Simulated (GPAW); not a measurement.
# AlN (F-43m) in GPAW: single point with HSE06

Aim: the single point of AlN with HSE06.

Everything below comes from runs of GPAW 26.7.0. Logs are shortened: lines on timing, memory, paths and dates and some standing lists are left out, and cuts for length are marked. The log counts tension as positive stress, the text compression.

## Step 1: Starting point

It takes space group F-43m (No. 216, cubic). Conventional cell: a = 4.368 Å, b = 4.368 Å, c = 4.368 Å, α = 90.00°, β = 90.00°, γ = 90.00°. Al (site symmetry -43m) is surrounded by 4 N at 1.89 Å. N (site symmetry -43m) has 4 Al at 1.89 Å as nearest neighbours.

Measurements of this composition are mostly on another form, of space group No. 186.

## Step 2: Single point, HSE06

File run.py:

```python
from ase.dft.bandgap import bandgap
from ase.io import read, write
from gpaw import GPAW, PW

atoms = read('AlN.xyz')

calc = GPAW(mode=PW(600),
            xc='HSE06',
            kpts={'size': (5, 5, 5), 'gamma': True},
            occupations={'name': 'fermi-dirac', 'width': 0.05},
            nbands=9,
            convergence={'density': 1e-05, 'energy': 1e-05},
            maxiter=60,
            txt='gpaw.txt')
atoms.calc = calc
energy = atoms.get_potential_energy()
forces = atoms.get_forces()
calc.write('gs.gpw')
write('result.traj', atoms)
print(f'Energy: {energy:.6f} eV')
print('Forces (eV/A):')
print(forces.round(4))
print('Fermi level:', round(calc.get_fermi_level(), 4), 'eV')
print(f'Gap: {bandgap(calc)[0]:.4f} eV, direct: {bandgap(calc, direct=True)[0]:.4f} eV')
```

File AlN.xyz:

```xyz
2
Lattice="0.0000000000 2.1839935596 2.1839935596 2.1839935596 0.0000000000 2.1839935596 2.1839935596 2.1839935596 0.0000000000" Properties=species:S:1:pos:R:3 pbc="T T T"
Al     0.0000000000      0.0000000000      0.0000000000
N      1.0919967798      1.0919967798      1.0919967798
```

Potentials or basis: GPAW PAW data sets (gpaw-data 1.2.1), pw.

Launch:

```sh
$ OMP_NUM_THREADS=1 python run.py
```

gpaw.txt:

```text
__  _  _
 | _ |_)|_||  |
 |__||  | ||/\| - 26.7.0

Input parameters:
  mode=PW(ecut=600.0),
  convergence={'density': 1e-05, 'energy': 1e-05},
  kpts=MonkhorstPack(size=(5, 5, 5), gamma=True),
  maxiter=60,
  nbands=9,
  occupations=Occupations(name='fermi-dirac', width=0.05),
  xc=XC(name='HSE06')

Diagonalizing LCAO Hamiltonian
Converting LCAO to pw mode

           N
       Al

Atoms  # Å, Bohr magnetons
|   | symbol |        x |        y |        z |    initial magnetic moments |
|---|--------|----------|----------|----------|-----------------------------|
| 0 |     Al | 0.000000 | 0.000000 | 0.000000 | ( 0.0000,  0.0000,  0.0000) |
| 1 |      N | 1.091997 | 1.091997 | 1.091997 | ( 0.0000,  0.0000,  0.0000) |

Unit cell  # Å
| periodic |        x |        y |        z |  lengths |    angles |
|----------|----------|----------|----------|----------|-----------|
|      yes | 0.000000 | 2.183994 | 2.183994 | 3.088633 | 60.000000 |
|      yes | 2.183994 | 0.000000 | 2.183994 | 3.088633 | 60.000000 |
|      yes | 2.183994 | 2.183994 | 0.000000 | 3.088633 | 60.000000 |

Number of symmetries: 24
Symmetry operations  # r_c * U_cc + t_c -> r_c
|    | kind |            matrix            |
|----|------|------------------------------|
|  0 |  E   |  1, 0, 0,  0, 1, 0,  0, 0, 1 |
|  1 |  σ   |  1, 0, 0,  0, 0, 1,  0, 1, 0 |
|  2 |  σ   |  1, 0,-1,  0, 1,-1,  0, 0,-1 |
|  3 |  C3  |  1, 0,-1,  0, 0,-1,  0, 1,-1 |
|  4 |  C3  |  1,-1, 0,  0,-1, 1,  0,-1, 0 |
|  5 |  σ   |  1,-1, 0,  0,-1, 0,  0,-1, 1 |
|  6 |  σ   |  0, 1, 0,  1, 0, 0,  0, 0, 1 |
|  7 |  C3  |  0, 1, 0,  0, 0, 1,  1, 0, 0 |
|  8 |  C2  |  0, 1,-1,  1, 0,-1,  0, 0,-1 |
|  9 |  S4  |  0, 1,-1,  0, 0,-1,  1, 0,-1 |
| 10 |  C3  |  0, 0, 1,  1, 0, 0,  0, 1, 0 |
| 11 |  σ   |  0, 0, 1,  0, 1, 0,  1, 0, 0 |
| 12 |  S4  |  0, 0,-1,  1, 0,-1,  0, 1,-1 |
| 13 |  C3  |  0, 0,-1,  0, 1,-1,  1, 0,-1 |
| 14 |  S4  |  0,-1, 1,  1,-1, 0,  0,-1, 0 |
| 15 |  C2  |  0,-1, 1,  0,-1, 0,  1,-1, 0 |
| 16 |  C3  |  0,-1, 0,  1,-1, 0,  0,-1, 1 |
| 17 |  S4  |  0,-1, 0,  0,-1, 1,  1,-1, 0 |
| 18 |  S4  | -1, 1, 0, -1, 0, 1, -1, 0, 0 |
| 19 |  C3  | -1, 1, 0, -1, 0, 0, -1, 0, 1 |
| 20 |  C3  | -1, 0, 1, -1, 1, 0, -1, 0, 0 |
| 21 |  S4  | -1, 0, 1, -1, 0, 0, -1, 1, 0 |
| 22 |  σ   | -1, 0, 0, -1, 1, 0, -1, 0, 1 |
| 23 |  C2  | -1, 0, 0, -1, 0, 1, -1, 1, 0 |

BZ-sampling:
  Number of BZ points: 125
  Number of IBZ points: 10

  Monkhorst-Pack size: [5, 5, 5]
  Monkhorst-Pack shift: [0, 0, 0]

K-points  # in reciprocal-cell coordinates
|   |                                coordinates |     weight |
|---|--------------------------------------------|------------|
| 0 | (  0.00000000,   0.00000000,   0.00000000) | 0.00800000 |
| 1 | (  0.20000000,   0.20000000,   0.00000000) | 0.04800000 |
| 2 | (  0.20000000,   0.20000000,   0.20000000) | 0.06400000 |
| 3 | (  0.40000000,   0.20000000,  -0.20000000) | 0.19200000 |
| 4 | (  0.40000000,   0.20000000,   0.20000000) | 0.09600000 |
| 5 | (  0.40000000,   0.40000000,  -0.40000000) | 0.19200000 |
| 6 | (  0.40000000,   0.40000000,  -0.20000000) | 0.09600000 |
| 7 | (  0.40000000,   0.40000000,   0.00000000) | 0.04800000 |
| 8 | (  0.40000000,   0.40000000,   0.20000000) | 0.19200000 |
| 9 | (  0.40000000,   0.40000000,   0.40000000) | 0.06400000 |

Plane wave coefficients: 725
Cutoff: 600.0 eV

Spin-components: 1 (collinear spins)
Bands:           9
Projectors:      10
Spin-degeneracy: 2
Datatype:        complex128

Parallelization:
  kpt:    1
  domain: 1
  band:   1

Density:
  Valence electrons: 8.0
  Components: 1
  Grid points: [18 18 18]
  Charge: 0.0  # |e|

Potential:
  Grid points: [18 18 18]

species:
  Al:
    name:    Aluminium
    Z:       13.0
    valence: 3
    core:    10
    charge:  0.0  # [|e|]
    compensation charges:
      type: gauss
      rc: 0.34  # [Å]
      lmax: 2
    cutoffs:
      filter: 1.91  # [Å]
      core: 2.36  # [Å]
    projectors
    | kind |    occ | energy [eV] | rcut [Å] |
    |------|--------|-------------|----------|
    |   3s |  2.000 |      -7.753 |    1.085 |
    |   3p |  1.000 |      -2.712 |    1.085 |
    |    s |        |      19.459 |    1.085 |
    |    p |        |      24.499 |    1.085 |
    |    d |        |       0.000 |    1.085 |

    Using partial waves for Al as LCAO basis

  N:
    name:    Nitrogen
    Z:       7.0
    valence: 5
    core:    2
    charge:  0.0  # [|e|]
    compensation charges:
      type: gauss
      rc: 0.18  # [Å]
      lmax: 2
    cutoffs:
      filter: 1.11  # [Å]
      core: 0.96  # [Å]
    projectors
    | kind |    occ | energy [eV] | rcut [Å] |
    |------|--------|-------------|----------|
    |   2s |  2.000 |     -18.583 |    0.603 |
    |   2p |  3.000 |      -7.089 |    0.529 |
    |    s |        |       8.629 |    0.603 |
    |    p |        |      20.123 |    0.529 |
    |    d |        |       0.000 |    0.577 |

    Using partial waves for N as LCAO basis

Reference energy: -8085.144769  # eV

eigensolver:
  PPCG
  Converge bands: occupied
  niter=2

density mixing:
  MSR1-Mixer
  Pratt-step length: 0.05
  Maximum mixing coefficient: 0.75
  Old densities: 10
  SVD Regularization: 0.005
  Good broyden scale: 1.0
  Trust region scale: 1.0
  Backstep threshold: 4.0
  History deletion threshold: 6.0
  Fourier metric: weight=20.0, sigma=0.015

occupation numbers:
  Fermi-Dirac:
    width: 0.0500  # eV

poisson solver:
  ecut: 4800.0  # eV

xc functional:
  name: HYB_GGA_XC_HSE06 with 2 nearest neighbor stencil

convergence criteria:
- Maximum integral of absolute [dens]ity change: 1e-05 electrons / valence electron
- Maximum [total energy] change in last 3 cyles: 1e-05 eV / valence electron
- Maximum integral of absolute [eigenst]ate change: 4e-08 eV^2 / valence electron
maximum number of iterations: 60

IBZ(<points: 10, symmetries: 24>)
Occupied bands: 4
SCF iterations
|iter     | |      energy | eigst |  dens |
|---------|-|-------------|-------|-------|
|iter:   1| | -185.948140 | -0.46 |       |
|iter:   2| |  -22.394540 | -0.80 | -0.43 |
|iter:   3| |  -21.129724 | -1.03 | -0.54 |
|iter:   4| |  -20.765940 | -0.96 | -0.78 |
|iter:   5| |  -20.938906 | -1.73 | -1.30 |
|iter:   6| |  -20.862247 | -2.15 | -1.34 |
|iter:   7| |  -20.875828 | -2.94 | -1.87 |
|iter:   8| |  -20.869933 | -3.04 | -1.91 |
|iter:   9| |  -20.870827 | -4.42 | -2.60 |
|iter:  10| |  -20.870263 | -4.34 | -2.44 |
|iter:  11| |  -20.870312 | -5.34 | -3.26 |
|iter:  12| |  -20.870315c| -7.60c| -4.31 |
|iter:  13| |  -20.870315c| -8.62c| -4.33 |
|iter:  14| |  -20.870315c| -7.77c| -4.17 |
|iter:  15| |  -20.870315c| -8.32c| -4.86 |
|iter:  16| |  -20.870315c| -9.62c| -5.07c|

Converged in 16 steps
Energy contributions relative to reference atoms: (reference = -8085.144769)

Energy contributions:
  Kinetic:          13.844465
  Coulomb:         -11.166714
  Zero:             -0.032663
  External:          0.000000
  Xc:              143.151676
  Entropy:          -0.000000
  Spinorbit:         0.000000
  Hybrid_Xc_Cc:      -146.084663
  Hybrid_Xc_Vc:        -2.657036
  Hybrid_Xc_Vv:       -17.925379
  ----------------------------
  Free energy:     -20.870315
  Extrapolated:    -20.870315

dipole moment: (-8.547128, -8.547128, -8.547128)  # |e|*Ang

Fermi level: 6.518
Eigenvalues  # (at kpt = [0.000, 0.000, 0.000])
| band index |      eig [eV] | occ [0-2] |
|------------|---------------|-----------|
|          0 |       -11.351 |     2.000 |
|          1 |         5.094 |     2.000 |
|          2 |         5.094 |     2.000 |
|          3 |         5.094 |     2.000 |
|          4 |        10.699 |     0.000 |
|          5 |        19.372 |     0.000 |
|          6 |        19.372 |     0.000 |
|          7 |        19.372 |     0.000 |
|          8 |        24.608 |     0.000 |

Gap: 5.218 eV
Transition (v -> c):
  (s=0, k=0, n=3, [0.00, 0.00, 0.00]) -> (s=0, k=7, n=4, [0.40, 0.40, 0.00])
Direct/indirect transitions are different
Direct gap: 5.605 eV
Transition at: (s=0, k=0, n=3, [0.00, 0.00, 0.00])

Forces  # eV/Ang
|        x |        y |        z |
|----------|----------|----------|
|  0.00000 |  0.00000 |  0.00000 |  # Al   0
| -0.00000 | -0.00000 | -0.00000 |  # N    1

# Writing to gs.gpw (mode='')
```

It took 16 min on 1 thread of Arm Neoverse V2, shared host; peak memory 0.22 GiB.

What came out:

```
Free energy            : -20.8703 eV
Band gap on the k mesh : 5.22 eV, indirect (least direct gap 5.60 eV)
```

Levels at points of the mesh, in eV from the valence-band top:
```csv
k point,band 1,band 2,band 3,band 4,band 5
"(0.00, 0.00, 0.00)",-16.44,0.00,0.00,0.00,5.60
```

Caveat: the k mesh is coarse (spacing up to 0.50 Å⁻¹), so the values aren't converged, least of all with exact exchange; the PAW data sets were made with another functional, which shifts forces and pressure a little; an odd mesh through Γ misses points on the zone boundary, where band edges often lie.
